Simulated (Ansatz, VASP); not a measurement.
# Two plane-wave programs on B

```
B
1.0
     0.00000    1.42708    1.42708
     1.42708    0.00000    1.42708
     1.42708    1.42708    0.00000
B
1
Direct
  0.00000 0.00000 0.00000
```

Alike in both runs: functional r2SCAN; k mesh 10 × 10 × 10; occupations gaussian, width 0.1 eV; no spin polarisation.

Ansatz relaxed the structure, and its values are those at the end. VASP's run is a single point on that final structure, the one shown.

```csv
,VASP,Ansatz
version,VASP 6.6.1,Ansatz 0.2.0
potentials or method,"VASP PAW PBE potentials, release 64 (B)","scalar-relativistic, plane waves, PAW"
plane-wave cutoff (eV),520,500
valence electrons in the cell,3,3
```

Ansatz gave:

| Property | Result |
| --- | --- |
| gap on the k mesh at the Fermi level (eV) | none |
| pressure (GPa) | 0.0 |

Question: Which values does VASP return?

Answer: gap on the k mesh at the Fermi level (eV): none; pressure (GPa): -0.3.

A gap of «none» marks a metal or a gap that the smearing closes.

Caveats: the k mesh is coarse (spacing up to 0.38 Å⁻¹), so the values aren't converged; the PAW data sets were made with another functional, which shifts forces and pressure a little (VASP).
